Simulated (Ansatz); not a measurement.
# SnO (CsCl type): maximally localised Wannier functions, part 2 of 2

Aim: build maximally localised Wannier functions for SnO (CsCl type) from several sets of trial orbitals, and check spreads and centres. Plan: PBE, anion s p, 6×6×6; PBE, anion s p, 4×4×4; PBE, anion s p, 8×8×8; PBE, anion p, 6×6×6; PBE, all s p, disentangled, 6×6×6; r2SCAN, anion s p, 6×6×6; r2SCAN, anion p, 6×6×6; r2SCAN, all s p, disentangled, 6×6×6; HSE06, anion s p, 6×6×6; HSE06, all s p, disentangled, 6×6×6 (level, trial orbitals, Wannier mesh).

Ansatz 0.2.0; plane waves, PAW; no spin-orbit coupling unless a run is so named.

### Step 7. r2SCAN, anion s p, 6×6×6

File input.yaml:

```yaml
crystal:
  lattice:
    - [3.103406783, 0.0, 0.0]
    - [0.0, 3.103406783, 0.0]
    - [0.0, 0.0, 3.103406783]
  atoms:
    - { symbol: Sn, position: [0.0, 0.0, 0.0] }
    - { symbol: O, position: [0.5, 0.5, 0.5] }
kpoints:
  mp_grid: { grid: [6, 6, 6] }
  band_path:
    path:
      - [[0.0, 0.0, 0.0], [4.844467547417e-85, 0.5, 2.068619079029e-35], [0.5, 0.5, -4.137238158058e-35], [0.0, 0.0, 0.0], [0.5, 0.5, 0.5], [4.844467547417e-85, 0.5, 2.068619079029e-35]]
      - [[0.5, 0.5, 0.5], [0.5, 0.5, -4.137238158058e-35]]
    npoints: 10
hamiltonian:
  xc: r2scan
scf:
  occupations: { method: fermi_dirac, width: 0.02 }
  n_extra_bands: 6
output:
  forces: false
  stress: false
  eigenvalues: true
  wannier:
    kmesh: [6, 6, 6]
    projections: [{ species: O, l: s }, { species: O, l: p }]
    minimise: true
    write_hr: true
    conv_tol: 1.0e-08
    max_iter: 3000
```

Command:

```sh
ansatz run input.yaml --threads 4 --pin off --max-ram 3686MiB --backend cpu --events-out ev --progress --plain --runs-dir out
```

What it wrote, cut to the lines that bear on the results:

```text
Warning: RAYON_NUM_THREADS=4 ignored (pool sized by the plan → 4); use --threads N
scf.n_extra_bands = 6 over 10 filled bands (N_el = 20.0): the run solves 16 bands
[...]
Pseudopotentials: kind: paw
Pseudopotential: Sn, paw, valence charge 14, recommended cutoff 500 eV (meta_gga), Sn.paw.azcp
Pseudopotential: O, paw, valence charge 6, recommended cutoff 500 eV (meta_gga), O.paw.azcp
Functional definition: r2SCAN
[...]
Crystal: 2 atoms, lattice volume = 29.889 Å³
Basis set: ecut = 500 eV, 751 PW (Γ), exchange–correlation on 96×96×96 points (64 copies of the dense FFT grid, shifted against one another)
[...]
  k-point 0: bands = ["-10.9654", "-10.9654", "-10.5779", "-10.5779", "-10.5779", "-7.5648", "3.9974", "8.8956", "8.8956", "8.8956", "20.2633", "20.2633", "20.2633", "20.2649", "20.2649", "31.9372"]
[...]
Wannier search: line search 1 of at most 3000: gauge-dependent spread (as the search counts it) 1.1051632 Å², largest recent change 1.2e-2 Å² and fall left 1.8e-5 Å² against conv_tol 1.0e-8 Å², 0 stops escaped
WARN: <dir> 26 periodic images of 26 elements of H(R) lie 4.88e-4 to 1.95e-3 Å beyond their element's nearest image, near the 9.77e-4 Å window within which an element is shared among its images; whether they share it moves the interpolated H(k) by 4.2e-2 eV (Frobenius norm, root mean [...]
```

It took 1.5 s on 4 threads of Arm Neoverse V1, shared host; peak memory 0.33 GiB.

wannier.win names the bands that the functions span: 6, combinations of 7-10 (counted from 1; 10 are filled). Combinations are drawn from entangled bands, so such a model needn't follow any one band.

The head of wannier.spreads.toml:

```toml
omega_i_ang2 = 5.382357227261224
omega_d_ang2 = 0.0009499768269564054
omega_od_ang2 = 0.6752400778472464
omega_total_ang2 = 6.058547281935427
least_projectability = 0.5348217182559528
b_vectors_match_mmn = true
n_iter = 40
converged = true
rejected_fitted_steps = 0
```

The functions (centres in Å, on-site energies from the top of the filled bands):

| n | x | y | z | spread (Å²) | on-site (eV) | nearest atoms | distance (Å) |
| --- | --- | --- | --- | --- | --- | --- | --- |
| 1 | 1.341 | 1.341 | 1.341 | 1.486 | -7.706 | O2 | 0.37 |
| 2 | 1.487 | 1.487 | 1.894 | 1.524 | -7.281 | O2 | 0.35 |
| 3 | 1.894 | 1.487 | 1.487 | 1.524 | -7.282 | O2 | 0.35 |
| 4 | 1.487 | 1.894 | 1.487 | 1.524 | -7.282 | O2 | 0.35 |

### Step 8. r2SCAN, anion p, 6×6×6

Changes to input.yaml since step 7:

```diff
@@ -26,3 +26,3 @@
     kmesh: [6, 6, 6]
-    projections: [{ species: O, l: s }, { species: O, l: p }]
+    projections: [{ species: O, l: p }]
     minimise: true
@@ -31 +31,5 @@
     max_iter: 3000
+  write_density: true
+  write_potential: true
+  elf: true
+  volumetric_format: npy
```

Command:

```sh
ansatz run input.yaml --threads 4 --pin off --max-ram 3686MiB --backend cpu --events-out ev --progress --plain --runs-dir out
```

What it wrote, cut to the lines that bear on the results:

```text
Warning: RAYON_NUM_THREADS=4 ignored (pool sized by the plan → 4); use --threads N
scf.n_extra_bands = 6 over 10 filled bands (N_el = 20.0): the run solves 16 bands
[...]
[... 4 set-up lines as earlier in the session ...]
[...]
Crystal: 2 atoms, lattice volume = 29.889 Å³
[...]
Entropy (-TS):   -0.000003 eV (-0.001 meV/atom)
Fermi energy:    11.593965 eV
[...]
--- Band table (eV; the first three rows and the last of 20) ---
  k-point 0: bands = ["-10.9654", "-10.9654", "-10.5779", "-10.5779", "-10.5779", "-7.5648", "3.9974", "8.8956", "8.8956", "8.8956", "20.2633", "20.2633", "20.2633", "20.2649", "20.2649", "31.9372"]
[...]
Wannier search: line search 1 of at most 3000: gauge-dependent spread (as the search counts it) 0.1556869 Å², largest recent change 1.6e-3 Å² and fall left 5.8e-7 Å² against conv_tol 1.0e-8 Å², 0 stops escaped
```

Run time: 1.4 s. Hardware: 4 threads of Arm Neoverse V1, shared host; peak memory 0.33 GiB.

wannier.win names the bands that the functions span: combinations of 7-10 (counted from 1; 10 are filled). Combinations are drawn from entangled bands, so such a model needn't follow any one band.

The head of wannier.spreads.toml:

```toml
omega_i_ang2 = 5.78306980423752
omega_d_ang2 = 0.0000000000000000000000014926814223337188
omega_od_ang2 = 0.15568620489171642
omega_total_ang2 = 5.938756009129237
least_projectability = 0.5348217182559531
b_vectors_match_mmn = true
n_iter = 7
converged = true
rejected_fitted_steps = 0
```

The functions (centres in Å, on-site energies from the top of the filled bands):

| n | x | y | z | spread (Å²) | on-site (eV) | nearest atoms | distance (Å) |
| --- | --- | --- | --- | --- | --- | --- | --- |
| 1 | 1.552 | 1.552 | 1.552 | 1.980 | -3.694 | O2 | 0.00 |
| 2 | 1.552 | 1.552 | 1.552 | 1.980 | -3.694 | O2 | 0.00 |
| 3 | 1.552 | 1.552 | 1.552 | 1.980 | -3.694 | O2 | 0.00 |

### Step 9. r2SCAN, all s p, disentangled, 6×6×6

Changes to input.yaml since step 8:

```diff
@@ -19,3 +19,3 @@
   occupations: { method: fermi_dirac, width: 0.02 }
-  n_extra_bands: 6
+  n_extra_bands: 8
 output:
@@ -26,3 +26,7 @@
     kmesh: [6, 6, 6]
-    projections: [{ species: O, l: p }]
+    projections:
+      - { species: O, l: s }
+      - { species: O, l: p }
+      - { species: Sn, l: s }
+      - { species: Sn, l: p }
     minimise: true
@@ -31,2 +35,3 @@
     max_iter: 3000
+    disentanglement: { window: [-14.6, 27.76], frozen_window: [3.4, 13.26] }
   write_density: true
```

Command:

```sh
ansatz run input.yaml --threads 4 --pin off --max-ram 3686MiB --backend cpu --events-out ev --progress --plain --runs-dir out
```

What it wrote, cut to the lines that bear on the results:

```text
Warning: RAYON_NUM_THREADS=4 ignored (pool sized by the plan → 4); use --threads N
scf.n_extra_bands = 8 over 10 filled bands (N_el = 20.0): the run solves 18 bands
[...]
[... 4 set-up lines as earlier in the session ...]
[...]
Crystal: 2 atoms, lattice volume = 29.889 Å³
Basis set: ecut = 500 eV, 751 PW (Γ), exchange–correlation on 96×96×96 points (64 copies of the dense FFT grid, shifted against one another)
[...]
Wannier search: line search 1 of at most 3000: gauge-dependent spread (as the search counts it) 3.6563270 Å², largest recent change 8.7e-1 Å² and fall left 5.1e-3 Å² against conv_tol 1.0e-8 Å², 0 stops escaped
Wannier search: line search 100 of at most 3000: gauge-dependent spread (as the search counts it) 1.9317531 Å², largest recent change 8.5e-8 Å² and fall left 1.0e-9 Å² against conv_tol 1.0e-8 Å², 1 stop escaped
WARN: <dir> 144 periodic images of 144 elements of H(R) lie 4.88e-4 to 1.95e-3 Å beyond their element's nearest image, near the 9.77e-4 Å window within which an element is shared among its images; whether they share it moves the interpolated H(k) by 2.0e-3 eV (Frobenius norm, root mean [...]
```

Wall time 2.8 s (4 threads of Arm Neoverse V1, shared host); peak memory 0.41 GiB.

The windows are typed on the program's own energy scale, on which the last band filled by count tops at 11.70 eV.

The head of wannier.spreads.toml:

```toml
omega_i_ang2 = 7.241411355486633
omega_d_ang2 = 0.0017727289689325122
omega_od_ang2 = 1.9299802599665308
omega_total_ang2 = 9.173164344422096
least_projectability = 0.9313576491145801
b_vectors_match_mmn = true
n_iter = 111
converged = true
rejected_fitted_steps = 1
dis_converged = true
dis_n_iter = 77
dis_n_moved = 0
dis_level_miss = 0.0013674582305771218
```

The functions (centres in Å, on-site energies from the top of the filled bands):

| n | x | y | z | spread (Å²) | on-site (eV) | nearest atoms | distance (Å) |
| --- | --- | --- | --- | --- | --- | --- | --- |
| 1 | 1.612 | 1.613 | 1.246 | 0.580 | -6.093 | O2 | 0.32 |
| 2 | 1.613 | 1.246 | 1.612 | 0.580 | -6.093 | O2 | 0.32 |
| 3 | 1.246 | 1.612 | 1.612 | 0.580 | -6.093 | O2 | 0.32 |
| 4 | 1.735 | 1.735 | 1.736 | 0.580 | -6.130 | O2 | 0.32 |
| 5 | -0.362 | -0.362 | -0.362 | 1.693 | 0.925 | Sn1 | 0.63 |
| 6 | -0.109 | -0.109 | 0.595 | 1.720 | 1.173 | Sn1 | 0.61 |
| 7 | 0.595 | -0.109 | -0.109 | 1.720 | 1.173 | Sn1 | 0.61 |
| 8 | -0.109 | 0.595 | -0.109 | 1.720 | 1.173 | Sn1 | 0.61 |

### Step 10. HSE06, anion s p, 6×6×6

File input.yaml:

```yaml
crystal:
  lattice:
    - [3.103406783, 0.0, 0.0]
    - [0.0, 3.103406783, 0.0]
    - [0.0, 0.0, 3.103406783]
  atoms:
    - { symbol: Sn, position: [0.0, 0.0, 0.0] }
    - { symbol: O, position: [0.5, 0.5, 0.5] }
kpoints:
  mp_grid: { grid: [6, 6, 6] }
  band_path:
    path:
      - [0.0, 0.0, 0.0]
      - [0.0, 0.5, 0.0]
      - [0.5, 0.5, 0.0]
      - [0.5, 0.5, 0.5]
      - [0.0, 0.125, -0.5]
    npoints: 1
hamiltonian:
  xc: hse06
scf:
  occupations: { method: fermi_dirac, width: 0.02 }
  n_extra_bands: 6
output:
  forces: false
  stress: false
  eigenvalues: true
  wannier:
    kmesh: [6, 6, 6]
    projections: [{ species: O, l: s }, { species: O, l: p }]
    minimise: true
    write_hr: true
    conv_tol: 1.0e-08
    max_iter: 3000
```

Command:

```sh
ansatz run input.yaml --threads 4 --pin off --max-ram 3686MiB --backend cpu --events-out ev --progress --plain --runs-dir out
```

What it wrote, cut to the lines that bear on the results:

```text
Warning: RAYON_NUM_THREADS=4 ignored (pool sized by the plan → 4); use --threads N
scf.n_extra_bands = 6 over 10 filled bands (N_el = 20.0): the run solves 16 bands
[...]
[... 3 set-up lines as earlier in the session ...]
Functional definition: HSE06
[...]
Crystal: 2 atoms, lattice volume = 29.889 Å³
[...]
Frozen-core exchange: fock
[...]
E sigma→0 (E₀):  -6593.513539 eV
Fermi energy:    11.476183 eV
[...]
--- Band table (eV; the first three rows and the last of 20) ---
  k-point 0: bands = ["-12.5514", "-12.5514", "-12.1777", "-12.1777", "-12.1777", "-8.9016", "3.2014", "8.2010", "8.2010", "8.2010", "20.2794", "20.2794", "20.7385", "20.7385", "20.7385", "32.0798"]
[...]
Wannier search: line search 1 of at most 3000: gauge-dependent spread (as the search counts it) 1.0956367 Å², largest recent change 1.2e-2 Å² and fall left 1.7e-5 Å² against conv_tol 1.0e-8 Å², 0 stops escaped
```

Wall time 49 s (4 threads of Arm Neoverse V1, shared host); peak memory 1.1 GiB.

wannier.win names the bands that the functions span: 6, combinations of 7-10 (counted from 1; 10 are filled). Combinations are drawn from entangled bands, so such a model needn't follow any one band.

The head of wannier.spreads.toml:

```toml
omega_i_ang2 = 5.095412206879686
omega_d_ang2 = 0.0008966620810128365
omega_od_ang2 = 0.6491319310413771
omega_total_ang2 = 5.7454408000020765
least_projectability = 0.5502358090080758
b_vectors_match_mmn = true
n_iter = 45
converged = true
rejected_fitted_steps = 0
```

The functions (centres in Å, on-site energies from the top of the filled bands):

| n | x | y | z | spread (Å²) | on-site (eV) | nearest atoms | distance (Å) |
| --- | --- | --- | --- | --- | --- | --- | --- |
| 1 | 1.339 | 1.339 | 1.339 | 1.412 | -8.387 | O2 | 0.37 |
| 2 | 1.486 | 1.486 | 1.898 | 1.444 | -7.988 | O2 | 0.36 |
| 3 | 1.898 | 1.486 | 1.486 | 1.444 | -7.989 | O2 | 0.36 |
| 4 | 1.486 | 1.898 | 1.486 | 1.444 | -7.988 | O2 | 0.36 |

### Step 11. HSE06, all s p, disentangled, 6×6×6

Changes to input.yaml since step 10:

```diff
@@ -22,3 +22,3 @@
   occupations: { method: fermi_dirac, width: 0.02 }
-  n_extra_bands: 6
+  n_extra_bands: 8
 output:
@@ -29,3 +29,7 @@
     kmesh: [6, 6, 6]
-    projections: [{ species: O, l: s }, { species: O, l: p }]
+    projections:
+      - { species: O, l: s }
+      - { species: O, l: p }
+      - { species: Sn, l: s }
+      - { species: Sn, l: p }
     minimise: true
@@ -34 +38,2 @@
     max_iter: 3000
+    disentanglement: { window: [-14.9, 27.82], frozen_window: [3.1, 13.32] }
```

Command:

```sh
ansatz run input.yaml --threads 4 --pin off --max-ram 3686MiB --backend cpu --events-out ev --progress --plain --runs-dir out
```

What it wrote, cut to the lines that bear on the results:

```text
Warning: RAYON_NUM_THREADS=4 ignored (pool sized by the plan → 4); use --threads N
scf.n_extra_bands = 8 over 10 filled bands (N_el = 20.0): the run solves 18 bands
[...]
[... 4 set-up lines as earlier in the session ...]
[...]
Crystal: 2 atoms, lattice volume = 29.889 Å³
Basis set: ecut = 420 eV, 587 PW (Γ)
Bands: 18, of which v1, the nominal top of the filled ones, is band 10 counted from 1 (9 counted from 0)
[...]
  k-point 0: bands = ["-12.5512", "-12.5512", "-12.1775", "-12.1775", "-12.1775", "-8.9014", "3.2014", "8.2011", "8.2011", "8.2011", "20.2793", "20.2793", "20.7386", "20.7386", "20.7386", "32.0799", "32.1109", "32.1109"]
[...]
Wannier search: line search 1 of at most 3000: gauge-dependent spread (as the search counts it) 3.6909702 Å², largest recent change 8.7e-1 Å² and fall left 5.3e-3 Å² against conv_tol 1.0e-8 Å², 0 stops escaped
WARN: <dir> 126 periodic images of 126 elements of H(R) lie 4.88e-4 to 1.95e-3 Å beyond their element's nearest image, near the 9.77e-4 Å window within which an element is shared among its images; whether they share it moves the interpolated H(k) by 1.5e-3 eV (Frobenius norm, root mean [...]
```

Wall time 90 s (4 threads of Arm Neoverse V1, shared host); peak memory 1.1 GiB.

The windows are typed on the program's own energy scale, on which the last band filled by count tops at 11.47 eV.

The head of wannier.spreads.toml:

```toml
omega_i_ang2 = 7.483092771537372
omega_d_ang2 = 0.0018905175072139473
omega_od_ang2 = 1.964895522682256
omega_total_ang2 = 9.449878811726842
least_projectability = 0.9227756127345343
b_vectors_match_mmn = true
n_iter = 98
converged = true
rejected_fitted_steps = 1
dis_converged = true
dis_n_iter = 78
dis_n_moved = 0
dis_level_miss = 0.0016746520780351296
```

The functions (centres in Å, on-site energies from the top of the filled bands):

| n | x | y | z | spread (Å²) | on-site (eV) | nearest atoms | distance (Å) |
| --- | --- | --- | --- | --- | --- | --- | --- |
| 1 | 1.613 | 1.613 | 1.245 | 0.592 | -6.634 | O2 | 0.32 |
| 2 | 1.613 | 1.245 | 1.613 | 0.592 | -6.634 | O2 | 0.32 |
| 3 | 1.244 | 1.612 | 1.612 | 0.592 | -6.634 | O2 | 0.32 |
| 4 | 1.735 | 1.737 | 1.736 | 0.592 | -6.674 | O2 | 0.32 |
| 5 | -0.365 | -0.365 | -0.365 | 1.746 | 1.067 | Sn1 | 0.63 |
| 6 | -0.109 | -0.109 | 0.598 | 1.778 | 1.378 | Sn1 | 0.62 |
| 7 | 0.598 | -0.109 | -0.109 | 1.778 | 1.378 | Sn1 | 0.62 |
| 8 | -0.109 | 0.598 | -0.109 | 1.778 | 1.378 | Sn1 | 0.62 |

### Step 12. All runs side by side

| run | functions | total spread (Å²) | invariant part (Å²) | mean spread (Å²) | time |
| --- | --- | --- | --- | --- | --- |
| PBE, anion s p, 6×6×6 | 4 | 6.410 | 5.691 | 1.602 | 0.89 s |
| PBE, anion s p, 4×4×4 | 4 | 5.414 | 4.756 | 1.354 | 0.7 s |
| PBE, anion s p, 8×8×8 | 4 | 7.196 | 6.454 | 1.799 | 1.3 s |
| PBE, anion p, 6×6×6 | 3 | 6.311 | 6.121 | 2.104 | 0.79 s |
| PBE, all s p, disentangled, 6×6×6 | 8 | 9.133 | 7.214 | 1.142 | 1.9 s |
| r2SCAN, anion s p, 6×6×6 | 4 | 6.059 | 5.382 | 1.515 | 1.5 s |
| r2SCAN, anion p, 6×6×6 | 3 | 5.939 | 5.783 | 1.980 | 1.4 s |
| r2SCAN, all s p, disentangled, 6×6×6 | 8 | 9.173 | 7.241 | 1.147 | 2.8 s |
| HSE06, anion s p, 6×6×6 | 4 | 5.745 | 5.095 | 1.436 | 49 s |
| HSE06, all s p, disentangled, 6×6×6 | 8 | 9.450 | 7.483 | 1.181 | 90 s |

### Step 13. What came out

This closing draws on all 2 parts.

```
                                          quantity                                 value
               total spread, PBE, anion s p, 6×6×6              6.41 Å² over 4 functions
               total spread, PBE, anion s p, 4×4×4              5.41 Å² over 4 functions
               total spread, PBE, anion s p, 8×8×8              7.20 Å² over 4 functions
                 total spread, PBE, anion p, 6×6×6              6.31 Å² over 3 functions
   total spread, PBE, all s p, disentangled, 6×6×6              9.13 Å² over 8 functions
            total spread, r2SCAN, anion s p, 6×6×6              6.06 Å² over 4 functions
              total spread, r2SCAN, anion p, 6×6×6              5.94 Å² over 3 functions
total spread, r2SCAN, all s p, disentangled, 6×6×6              9.17 Å² over 8 functions
             total spread, HSE06, anion s p, 6×6×6              5.75 Å² over 4 functions
 total spread, HSE06, all s p, disentangled, 6×6×6              9.45 Å² over 8 functions
                          centres of the first set  0.36 to 0.37 Å from the nearest atom
```

With PBE, anion s p, 6×6×6 the 4 functions move off the atoms, with a mean spread of 1.60 Å²; 89 % of the total is gauge invariant. The total spread goes from 5.41 Å² on 4×4×4 to 7.20 Å² on 8×8×8: finite differences in k understate it on coarse meshes. On one set and mesh the functional gives 6.41 (PBE), 6.06 (r2SCAN), 5.75 (HSE06) Å².
